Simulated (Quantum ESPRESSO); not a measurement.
# WC (Qusongite) (P-6m2) in Quantum ESPRESSO: notebook, part 2 of 3

Quantum ESPRESSO 7.5. Earlier steps stand in the parts before.

## 3. Projected density of states, PBEsol+U

Contents of pw.in:

```
&CONTROL
  calculation = 'scf'
  prefix = 'pwscf'
  outdir = './tmp'
  pseudo_dir = './pseudo'
  tprnfor = .true.
  tstress = .true.
  disk_io = 'low'
/
&SYSTEM
  ibrav = 0
  celldm(1) = 8
  nat = 2
  ntyp = 2
  ecutwfc = 55
  ecutrho = 440
  nbnd = 18
  input_dft = 'pbesol'
  occupations = 'smearing'
  smearing = 'fd'
  degauss = 0.00367493
/
&ELECTRONS
  conv_thr = 4d-10
  electron_maxstep = 120
  mixing_beta = 0.3
/
ATOMIC_SPECIES
W    183.8400 W_pbe_v1.2.uspp.F.UPF
C     12.0110 C.pbe-n-kjpaw_psl.1.0.0.UPF
CELL_PARAMETERS alat
  0.6865611226531   0.0000000000000   0.0000000000000
 -0.3432805613266   0.5945793734685   0.0000000000000
  0.0000000000000   0.0000000000000   0.6700496406392
ATOMIC_POSITIONS crystal
W      0.0000000000    0.0000000000    0.0000000000
C      0.6666666667    0.3333333333    0.5000000000
K_POINTS automatic
10 10 9 0 0 0
HUBBARD {ortho-atomic}
U W-5d 1.0
```

Contents of nscf.in:

```
&CONTROL
  calculation = 'nscf'
  prefix = 'pwscf'
  outdir = './tmp'
  pseudo_dir = './pseudo'
  disk_io = 'low'
/
&SYSTEM
  ibrav = 0
  celldm(1) = 8
  nat = 2
  ntyp = 2
  ecutwfc = 55
  ecutrho = 440
  nbnd = 18
  input_dft = 'pbesol'
  occupations = 'tetrahedra_opt'
/
&ELECTRONS
  conv_thr = 1d-08
  electron_maxstep = 120
  mixing_beta = 0.3
  startingwfc = 'random'
/
ATOMIC_SPECIES
W    183.8400 W_pbe_v1.2.uspp.F.UPF
C     12.0110 C.pbe-n-kjpaw_psl.1.0.0.UPF
CELL_PARAMETERS alat
  0.6865611226531   0.0000000000000   0.0000000000000
 -0.3432805613266   0.5945793734685   0.0000000000000
  0.0000000000000   0.0000000000000   0.6700496406392
ATOMIC_POSITIONS crystal
W      0.0000000000    0.0000000000    0.0000000000
C      0.6666666667    0.3333333333    0.5000000000
K_POINTS automatic
15 15 14 0 0 0
HUBBARD {ortho-atomic}
U W-5d 1.0
```

Contents of projwfc.in:

```
&PROJWFC
  prefix = 'pwscf'
  outdir = './tmp'
  filpdos = 'p'
  Emin = 6
  Emax = 31
  DeltaE = 0.05
/
```

Potentials or basis: SSSP 1.3 efficiency PBE.

Run with:

```bash
$ OMP_NUM_THREADS=1 pw.x -in pw.in > pw.out
$ OMP_NUM_THREADS=1 pw.x -in nscf.in > nscf.out
$ OMP_NUM_THREADS=1 projwfc.x -in projwfc.in > projwfc.out
```

pw.out:

```text
This program is part of the open-source Quantum ESPRESSO suite
     for quantum simulation of materials; please cite
         "P. Giannozzi et al., J. Phys.:Condens. Matter 21 395502 (2009);
         "P. Giannozzi et al., J. Phys.:Condens. Matter 29 465901 (2017);
         "P. Giannozzi et al., J. Chem. Phys. 152 154105 (2020);
     in publications or presentations arising from this work. More details at

     file C.pbe-n-kjpaw_psl.1.0.0.UPF: wavefunction(s)  2S 2P renormalized

     IMPORTANT: XC functional enforced from input :
     Exchange-correlation= PBESOL
                           (   1   4  10   8   0   0   0)
     Any further DFT definition will be discarded
     Please, verify this is what you really want

     Message from routine setup:
     using ibrav=0 with symmetry is DISCOURAGED, use correct ibrav instead

     G-vector sticks info
     --------------------
     sticks:   dense  smooth     PW     G-vecs:    dense   smooth      PW
     Sum         925     451    151                21863     7663    1329

     Using Slab Decomposition

     bravais-lattice index     =            0
     lattice parameter (alat)  =       8.0000  a.u.
     unit-cell volume          =     140.0445 (a.u.)^3
     number of atoms/cell      =            2
     number of atomic types    =            2
     number of electrons       =        18.00
     number of Kohn-Sham states=           18
     kinetic-energy cutoff     =      55.0000  Ry
     charge density cutoff     =     440.0000  Ry
     scf convergence threshold =      4.0E-10
     mixing beta               =       0.3000
     number of iterations used =            8  plain     mixing
     Exchange-correlation= PBESOL
                           (   1   4  10   8   0   0   0)
     Hubbard projectors: ortho-atomic
     Hubbard parameters of DFT+U (Dudarev formulation) in eV:
     U(W-5d) =  1.0000

     Internal variables: lda_plus_u =T, lda_plus_u_kind = 0

     Internal variables: orbital_resolved =F, hub_pot_fix =F, apply_U = F

     celldm(1)=   8.000000  celldm(2)=   0.000000  celldm(3)=   0.000000
     celldm(4)=   0.000000  celldm(5)=   0.000000  celldm(6)=   0.000000

     crystal axes: (cart. coord. in units of alat)
               a(1) = (   0.686561   0.000000   0.000000 )
               a(2) = (  -0.343281   0.594579   0.000000 )
               a(3) = (   0.000000   0.000000   0.670050 )

     reciprocal axes: (cart. coord. in units 2 pi/alat)
               b(1) = (  1.456535  0.840931 -0.000000 )
               b(2) = (  0.000000  1.681861  0.000000 )
[... 135 lines left out ...]
       0.000  1.000  0.000  0.000  0.000
       0.000  0.000  1.000  0.000  0.000
       0.000  0.000  0.000  1.000  0.000
       0.000  0.000  0.000  0.000  1.000
     occupation matrix ns (before diag.):
       0.390  0.000  0.000  0.000  0.000
       0.000  0.390  0.000  0.000  0.000
       0.000  0.000  0.390  0.000  0.000
       0.000  0.000  0.000  0.390  0.000
       0.000  0.000  0.000  0.000  0.390

     Number of occupied Hubbard levels =    3.9000

     Atomic wfc used for Hubbard projectors are orthogonalized

     Starting wfcs are   17 randomized atomic wfcs +    1 random wfcs

     Self-consistent Calculation

     iteration #  1     ecut=    55.00 Ry     beta= 0.30
     Davidson diagonalization with overlap
     ethr =  1.00E-02,  avg # of iterations =  3.6

     =================== HUBBARD OCCUPATIONS ===================
     ------------------------ ATOM    1 ------------------------
     Tr[ns(  1)] =   3.86293
     eigenvalues:
       0.329  0.329  0.411  0.411  0.452
     eigenvectors (columns):
       0.000  0.000 -0.000  0.000  1.000
       0.395  0.919  0.000  0.000 -0.000
       0.919 -0.395  0.000 -0.000 -0.000
       0.000 -0.000  0.566  0.824 -0.000
       0.000 -0.000 -0.824  0.566 -0.000
     occupation matrix ns (before diag.):
[... 85 lines left out ...]
     iteration # 10     ecut=    55.00 Ry     beta= 0.30
     Davidson diagonalization with overlap
     ethr =  2.39E-12,  avg # of iterations =  3.3

     negative rho (up, down):  6.676E-02 0.000E+00

     End of self-consistent calculation

     =================== HUBBARD OCCUPATIONS ===================
     ------------------------ ATOM    1 ------------------------
     Tr[ns(  1)] =   4.55889
     eigenvalues:
       0.420  0.420  0.470  0.470  0.498
     eigenvectors (columns):
       0.000  0.000 -0.000  0.000  1.000
       0.395  0.919  0.000  0.000 -0.000
       0.919 -0.395  0.000 -0.000 -0.000
       0.000 -0.000  0.547  0.837 -0.000
       0.000 -0.000 -0.837  0.547 -0.000
     occupation matrix ns (before diag.):
       0.498 -0.000 -0.000 -0.000 -0.000
      -0.000  0.420 -0.000  0.000  0.000
      -0.000 -0.000  0.420 -0.000 -0.000
      -0.000  0.000 -0.000  0.470  0.000
[... 420 lines left out ...]
   -53.1915 -17.8983 -17.7963 -17.6400   9.6506  13.5225  15.0968  18.6473
    19.7908  24.9686  26.8972  27.6585  29.9349  30.1186  32.4305  34.2208
    36.5478  40.4745

     the Fermi energy is    20.5382 ev

!    total energy              =    -176.91657973 Ry
     estimated scf accuracy    <          5.2E-11 Ry
     smearing contrib. (-TS)   =      -0.00013461 Ry
     internal energy E=F+TS    =    -176.91644512 Ry

     The total energy is F=E-TS. E is the sum of the following terms:
     one-electron contribution =     -10.53341102 Ry
     hartree contribution      =      17.03159856 Ry
     xc contribution           =     -45.56960454 Ry
     ewald contribution        =    -132.02264865 Ry
     Hubbard energy            =       0.09081182 Ry
     one-center paw contrib.   =      -5.91319128 Ry

     convergence has been achieved in  10 iterations

     negative rho (up, down):  6.676E-02 0.000E+00

     Forces acting on atoms (cartesian axes, Ry/au):

     atom    1 type  1   force =    -0.00000000   -0.00000000    0.00000000
     atom    2 type  2   force =    -0.00000000   -0.00000000    0.00000000

     Total force =     0.000000     Total SCF correction =     0.000000

     Computing stress (Cartesian axis) and pressure

     negative rho (up, down):  6.676E-02 0.000E+00
          total   stress  (Ry/bohr**3)                   (kbar)     P=      -19.49
  -0.00010491  -0.00000000   0.00000000          -15.43       -0.00        0.00
  -0.00000000  -0.00010491  -0.00000000           -0.00      -15.43       -0.00
  -0.00000000  -0.00000000  -0.00018769           -0.00       -0.00      -27.61

=------------------------------------------------------------------------------=
   JOB DONE.
=------------------------------------------------------------------------------=
```

projwfc.out:

```text
This program is part of the open-source Quantum ESPRESSO suite
     for quantum simulation of materials; please cite
         "P. Giannozzi et al., J. Phys.:Condens. Matter 21 395502 (2009);
         "P. Giannozzi et al., J. Phys.:Condens. Matter 29 465901 (2017);
[... 60 lines left out ...]
     Atom #   2: total charge =   4.1631, p =  3.1669, pz=  1.0572, px=  1.0549, py=  1.0549,
     Atom #   2: total charge =   4.1631, d =  0.0000, dz2=  0.0000, dxz=  0.0000, dyz=  0.0000, dx2-y2=  0.0000, dxy=  0.0000,
     Spilling Parameter:   0.0010

=------------------------------------------------------------------------------=
   JOB DONE.
=------------------------------------------------------------------------------=
```

Run time: 65 s. Hardware: 1 thread of Arm Neoverse V1, shared host; peak memory 0.21 GiB.

What came out:

| Item | Value |
| --- | --- |
| Free energy | -2407.0727 eV |
| Pressure | -1.9 GPa |
| Band gap on the k mesh | none (metal or under the smearing width) |
| Loewdin charges | W +0.18; C -0.16 e |

Stress tensor (GPa, compression positive):
```
-1.54  0.00  0.00
 0.00 -1.54  0.00
 0.00  0.00 -2.76
```

States per cell in windows of 0.5 eV (zero at the Fermi level; states under -8 eV left out):
| from (eV) | total | W#1 d wfc3 | C#2 p wfc2 | W#1 p wfc5 | C#2 s wfc1 | W#1 s wfc4 | W#1 p wfc2 |
| --- | --- | --- | --- | --- | --- | --- | --- |
| -8.0 | 0.03 | 0.01 | 0.01 | 0.00 | 0.00 | 0.01 | 0.00 |
| -7.5 | 0.15 | 0.05 | 0.06 | 0.01 | 0.00 | 0.01 | 0.00 |
| -7.0 | 0.67 | 0.27 | 0.29 | 0.03 | 0.02 | 0.04 | 0.01 |
| -6.5 | 0.64 | 0.28 | 0.27 | 0.03 | 0.02 | 0.03 | 0.01 |
| -6.0 | 0.32 | 0.15 | 0.13 | 0.01 | 0.01 | 0.01 | 0.00 |
| -5.5 | 0.31 | 0.15 | 0.13 | 0.01 | 0.01 | 0.01 | 0.00 |
| -5.0 | 0.42 | 0.19 | 0.18 | 0.02 | 0.01 | 0.01 | 0.00 |
| -4.5 | 0.72 | 0.35 | 0.29 | 0.04 | 0.01 | 0.01 | 0.01 |
| -4.0 | 0.63 | 0.32 | 0.25 | 0.03 | 0.01 | 0.01 | 0.01 |
| -3.5 | 0.86 | 0.42 | 0.36 | 0.05 | 0.01 | 0.01 | 0.01 |
| -3.0 | 0.91 | 0.44 | 0.40 | 0.05 | 0.00 | 0.01 | 0.01 |
| -2.5 | 0.32 | 0.14 | 0.15 | 0.02 | 0.00 | 0.00 | 0.00 |
| -2.0 | 0.66 | 0.43 | 0.17 | 0.04 | 0.00 | 0.01 | 0.00 |
| -1.5 | 0.68 | 0.46 | 0.14 | 0.06 | 0.00 | 0.01 | 0.00 |
| -1.0 | 0.50 | 0.32 | 0.11 | 0.06 | 0.00 | 0.01 | 0.00 |
| -0.5 | 0.20 | 0.12 | 0.05 | 0.02 | 0.00 | 0.00 | 0.00 |
| 0.0 | 0.11 | 0.09 | 0.01 | 0.00 | 0.00 | 0.00 | 0.00 |
| 0.5 | 0.11 | 0.11 | 0.00 | 0.00 | 0.00 | 0.00 | 0.00 |
| 1.0 | 0.20 | 0.19 | 0.01 | 0.00 | 0.00 | 0.00 | 0.00 |
| 1.5 | 0.33 | 0.28 | 0.03 | 0.01 | 0.00 | 0.00 | 0.00 |
| 2.0 | 0.39 | 0.33 | 0.04 | 0.01 | 0.00 | 0.00 | 0.00 |
| 2.5 | 0.36 | 0.28 | 0.06 | 0.01 | 0.01 | 0.00 | 0.00 |
| 3.0 | 0.41 | 0.28 | 0.09 | 0.01 | 0.01 | 0.01 | 0.00 |
| 3.5 | 0.76 | 0.49 | 0.18 | 0.02 | 0.04 | 0.01 | 0.00 |
| 4.0 | 0.78 | 0.57 | 0.14 | 0.01 | 0.03 | 0.01 | 0.00 |
| 4.5 | 0.68 | 0.50 | 0.11 | 0.01 | 0.03 | 0.01 | 0.00 |
| 5.0 | 0.59 | 0.37 | 0.14 | 0.02 | 0.04 | 0.00 | 0.00 |
| 5.5 | 0.71 | 0.38 | 0.20 | 0.02 | 0.09 | 0.01 | 0.00 |
| 6.0 | 0.79 | 0.40 | 0.21 | 0.02 | 0.13 | 0.02 | 0.00 |
| 6.5 | 0.55 | 0.26 | 0.18 | 0.01 | 0.05 | 0.02 | 0.00 |
| 7.0 | 0.37 | 0.17 | 0.15 | 0.01 | 0.02 | 0.01 | 0.00 |
| 7.5 | 0.35 | 0.15 | 0.15 | 0.01 | 0.02 | 0.01 | 0.00 |

Eigenvalues of the final occupation matrices:
| site | spin | trace | eigenvalues |
| --- | --- | --- | --- |
| W 1 5d | each | 2.28 | 0.42 0.42 0.47 0.47 0.50 |

Caveat: the potentials were made for another functional, which shifts forces and pressure; U without spin polarisation on a metal has little footing; the U is typed as a test and isn't derived for this compound. The run has no spin-orbit coupling, so splittings on W are missing.

## 4. Projected density of states, PBEsol+U

Changes to pw.in since step 3:

```diff
@@ -40,2 +40,2 @@
 HUBBARD {ortho-atomic}
-U W-5d 1.0
+U W-5d 2.0
```

Changes to nscf.in since step 3:

```diff
@@ -37,2 +37,2 @@
 HUBBARD {ortho-atomic}
-U W-5d 1.0
+U W-5d 2.0
```

projwfc.in is that of step 3.

Potentials or basis: SSSP 1.3 efficiency PBE.

Run with:

```bash
$ OMP_NUM_THREADS=1 pw.x -in pw.in > pw.out
$ OMP_NUM_THREADS=1 pw.x -in nscf.in > nscf.out
$ OMP_NUM_THREADS=1 projwfc.x -in projwfc.in > projwfc.out
```

pw.out:

```text
This program is part of the open-source Quantum ESPRESSO suite
     for quantum simulation of materials; please cite
         "P. Giannozzi et al., J. Phys.:Condens. Matter 21 395502 (2009);
         "P. Giannozzi et al., J. Phys.:Condens. Matter 29 465901 (2017);
         "P. Giannozzi et al., J. Chem. Phys. 152 154105 (2020);
     in publications or presentations arising from this work. More details at

     file C.pbe-n-kjpaw_psl.1.0.0.UPF: wavefunction(s)  2S 2P renormalized

     IMPORTANT: XC functional enforced from input :
     Exchange-correlation= PBESOL
                           (   1   4  10   8   0   0   0)
     Any further DFT definition will be discarded
     Please, verify this is what you really want

     Message from routine setup:
     using ibrav=0 with symmetry is DISCOURAGED, use correct ibrav instead

     G-vector sticks info
     --------------------
     sticks:   dense  smooth     PW     G-vecs:    dense   smooth      PW
     Sum         925     451    151                21863     7663    1329

[... 735 lines left out ...]
    19.8044  24.9533  26.9355  27.6719  29.9310  30.1476  32.4331  34.2268
    36.5545  40.4803

     the Fermi energy is    20.5672 ev

!    total energy              =    -176.82579981 Ry
     estimated scf accuracy    <          1.8E-10 Ry
     smearing contrib. (-TS)   =      -0.00013808 Ry
     internal energy E=F+TS    =    -176.82566172 Ry

     The total energy is F=E-TS. E is the sum of the following terms:
     one-electron contribution =     -10.52341998 Ry
     hartree contribution      =      17.02104573 Ry
     xc contribution           =     -45.56889044 Ry
     ewald contribution        =    -132.02264865 Ry
     Hubbard energy            =       0.18149344 Ry
     one-center paw contrib.   =      -5.91324182 Ry

     convergence has been achieved in  10 iterations

     negative rho (up, down):  6.675E-02 0.000E+00

     Forces acting on atoms (cartesian axes, Ry/au):

     atom    1 type  1   force =     0.00000000    0.00000000    0.00000000
     atom    2 type  2   force =     0.00000000    0.00000000    0.00000000

     Total force =     0.000000     Total SCF correction =     0.000000

     Computing stress (Cartesian axis) and pressure

     negative rho (up, down):  6.675E-02 0.000E+00
          total   stress  (Ry/bohr**3)                   (kbar)     P=      -17.50
  -0.00008738  -0.00000000  -0.00000000          -12.85       -0.00       -0.00
  -0.00000000  -0.00008738   0.00000000           -0.00      -12.85        0.00
   0.00000000   0.00000000  -0.00018218            0.00        0.00      -26.80

=------------------------------------------------------------------------------=
   JOB DONE.
=------------------------------------------------------------------------------=
```

projwfc.out:

```text
This program is part of the open-source Quantum ESPRESSO suite
     for quantum simulation of materials; please cite
         "P. Giannozzi et al., J. Phys.:Condens. Matter 21 395502 (2009);
         "P. Giannozzi et al., J. Phys.:Condens. Matter 29 465901 (2017);
[... 60 lines left out ...]
     Atom #   2: total charge =   4.1686, p =  3.1718, pz=  1.0590, px=  1.0564, py=  1.0564,
     Atom #   2: total charge =   4.1686, d =  0.0000, dz2=  0.0000, dxz=  0.0000, dyz=  0.0000, dx2-y2=  0.0000, dxy=  0.0000,
     Spilling Parameter:   0.0010

=------------------------------------------------------------------------------=
   JOB DONE.
=------------------------------------------------------------------------------=
```

It took 66 s on 1 thread of Arm Neoverse V1, shared host; peak memory 0.21 GiB.

Results:

- Free energy: -2405.8376 eV
- Pressure: -1.8 GPa
- Band gap on the k mesh: none (metal or under the smearing width)
- Loewdin charges: W +0.19; C -0.17 e

Stress tensor (GPa, compression positive):
```
-1.29  0.00  0.00
 0.00 -1.29  0.00
 0.00  0.00 -2.68
```

States per cell in windows of 1 eV (zero at the Fermi level; states under -8 eV left out):
| from (eV) | total | W#1 d wfc3 | C#2 p wfc2 | W#1 p wfc5 | C#2 s wfc1 | W#1 s wfc4 | W#1 p wfc2 |
| --- | --- | --- | --- | --- | --- | --- | --- |
| -8.0 | 0.17 | 0.05 | 0.07 | 0.01 | 0.00 | 0.02 | 0.00 |
| -7.0 | 1.32 | 0.55 | 0.57 | 0.06 | 0.03 | 0.08 | 0.02 |
| -6.0 | 0.64 | 0.30 | 0.27 | 0.02 | 0.02 | 0.02 | 0.01 |
| -5.0 | 1.13 | 0.55 | 0.47 | 0.06 | 0.02 | 0.02 | 0.01 |
| -4.0 | 1.47 | 0.73 | 0.60 | 0.08 | 0.02 | 0.02 | 0.01 |
| -3.0 | 1.25 | 0.58 | 0.56 | 0.08 | 0.01 | 0.01 | 0.01 |
| -2.0 | 1.33 | 0.89 | 0.31 | 0.09 | 0.01 | 0.02 | 0.01 |
| -1.0 | 0.71 | 0.45 | 0.16 | 0.08 | 0.00 | 0.01 | 0.00 |
| 0.0 | 0.22 | 0.19 | 0.02 | 0.01 | 0.00 | 0.00 | 0.00 |
| 1.0 | 0.51 | 0.46 | 0.03 | 0.01 | 0.00 | 0.00 | 0.00 |
| 2.0 | 0.76 | 0.62 | 0.09 | 0.02 | 0.01 | 0.01 | 0.00 |
| 3.0 | 1.17 | 0.78 | 0.26 | 0.03 | 0.05 | 0.02 | 0.00 |
| 4.0 | 1.46 | 1.08 | 0.25 | 0.03 | 0.06 | 0.02 | 0.00 |
| 5.0 | 1.27 | 0.74 | 0.33 | 0.03 | 0.13 | 0.01 | 0.00 |
| 6.0 | 1.36 | 0.67 | 0.39 | 0.03 | 0.19 | 0.05 | 0.00 |
| 7.0 | 0.73 | 0.32 | 0.29 | 0.02 | 0.04 | 0.03 | 0.00 |

Eigenvalues of the final occupation matrices:
| site | spin | trace | eigenvalues |
| --- | --- | --- | --- |
| W 1 5d | each | 2.28 | 0.42 0.42 0.47 0.47 0.50 |

Caveat: the potentials were made for another functional, which shifts forces and pressure; U without spin polarisation on a metal has little footing; the U is typed as a test and isn't derived for this compound. The run has no spin-orbit coupling, so splittings on W are missing.

(Continued in part 3 of 3.)
